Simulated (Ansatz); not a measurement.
## V2O5: stable or not

The cell was found from a structure generator's guess, not taken from experiment.

Computed with DFT PBE, scalar-relativistic, plane waves, PAW (Ansatz 0.2.0). Plane waves to 420 eV, a 6×6×6 mesh through Γ for the 7-atom cell and 0.02 eV Gaussian smearing; no spin polarisation.

```
CELL_PARAMETERS angstrom
5.90000 0.00000 0.00000
-2.95000 5.10955 0.00000
0.00000 0.00000 4.85578
ATOMIC_POSITIONS crystal
V 0.33333 0.66667 0.57389
V 0.66667 0.33333 0.57389
O 0.33333 0.66667 0.90075
O 0.00000 0.50000 0.46475
O 0.50000 0.50000 0.46475
O 0.50000 0.00000 0.46475
O 0.66667 0.33333 0.90075
```

The zero of energy is the elements' standard structures at the same level (O₂ as a molecule); no fitted shifts are applied.

Q: These tests were run: energy against the elements; phonons on a 1×1×2 q mesh. What do they show?

A:

```csv
test,result
energy against the elements,−2.320 eV/atom
phonons on a 1×1×2 q mesh,"no imaginary mode on the mesh, but the interpolation dips to 96i cm⁻¹ between its points"
```

It fails none of these tests outright. Whether a mixture of other phases lies lower isn't tested here. Undecided within the accuracy: phonons on a 1×1×2 q mesh.

No dispersion correction is applied, so the spacing and binding between layers, chains or molecules are poorly described. No Hubbard U is applied to the 3d shell of V. Trial moments died out on the coarse mesh, so the last step has no spin; another magnetic start might hold. The run for the phonons used a 6×6×6 k mesh.
